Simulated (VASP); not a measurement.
## YN: relaxation of cell and atoms with PBE+D3(BJ)

The system is YN.

```
CELL_PARAMETERS angstrom
0.00000 2.44836 2.44836
2.44836 0.00000 2.44836
2.44836 2.44836 0.00000
ATOMIC_POSITIONS crystal
Y 0.00000 0.00000 0.00000
N 0.50000 0.50000 0.50000
```

The cell comes from a database or a generator and needn't be the stable form of this composition.

```json
{
 "Program": "VASP 6.6.1",
 "Task": "relaxation of cell and atoms",
 "Functional": "PBE",
 "Dispersion": "D3(BJ)",
 "Potentials or basis": "VASP PAW PBE potentials, release 64 (Y_sv, N)",
 "Cutoff": "600 eV",
 "k mesh": "12 × 12 × 12",
 "Occupations": "gaussian, width 0.1 eV",
 "Spin": "no spin polarisation",
 "Further INCAR settings": "ALGO = Normal; EDIFF = 1e-07; IBRION = 2; EDIFFG = -0.005; NSW = 90; ISIF = 3"
}
```

```json
{
 "Relaxed volume": "14.40 Å³/atom",
 "Relaxed cell": "a = 3.441 Å, b = 3.441 Å, c = 3.441 Å, α = 60.00°, β = 60.00°, γ = 60.00°",
 "Space group after relaxing (to 0.05 Å)": "Fm-3m (No. 225)",
 "Energy gained by relaxing": "2.6 meV/atom",
 "Ionic steps": "3",
 "Pressure after relaxing": "0.0 GPa",
 "Band gap on the k mesh": "0.17 eV, indirect (least direct gap 0.54 eV)",
 "Dispersion energy per atom": "-0.328 eV"
}
```

The path:
```tsv
step	energy change (eV)	largest force (eV/Å)	pressure (GPa)	volume (Å³)
1	0.0000	0.0000	-3.02	29.35
2	0.0018	0.0000	3.75	28.19
3	-0.0053	0.0000	-0.01	28.81
```

Final structure:
```
Y N
1.0
     0.00000    2.43308    2.43308
     2.43308    0.00000    2.43308
     2.43308    2.43308    0.00000
Y N
1 1
Direct
  0.00000 0.00000 0.00000
  0.50000 0.50000 0.50000
```

Levels at points of the mesh, in eV from the valence-band top:
| k point | band 5 | band 6 | band 7 | band 8 | band 9 | band 10 | band 11 | band 12 |
| --- | --- | --- | --- | --- | --- | --- | --- | --- |
| (0.00, 0.00, 0.00) | -12.95 | 0.00 | 0.00 | 0.00 | 3.16 | 3.16 | 3.16 | 4.28 |
| (0.50, 0.00, 0.00) | -11.12 | -4.12 | -2.28 | -2.28 | 5.77 | 6.46 | 6.46 | 6.83 |
| (0.50, 0.50, 0.00) | -12.52 | -1.47 | -0.38 | -0.38 | 0.17 | 6.94 | 7.37 | 8.03 |

Wall time 52 s on 1 thread of AMD EPYC 9R45 (Zen 5), on a shared host, peak memory 0.19 GiB.

A k mesh can miss the band edges. As with any semilocal functional, this PBE gap is likely too small.
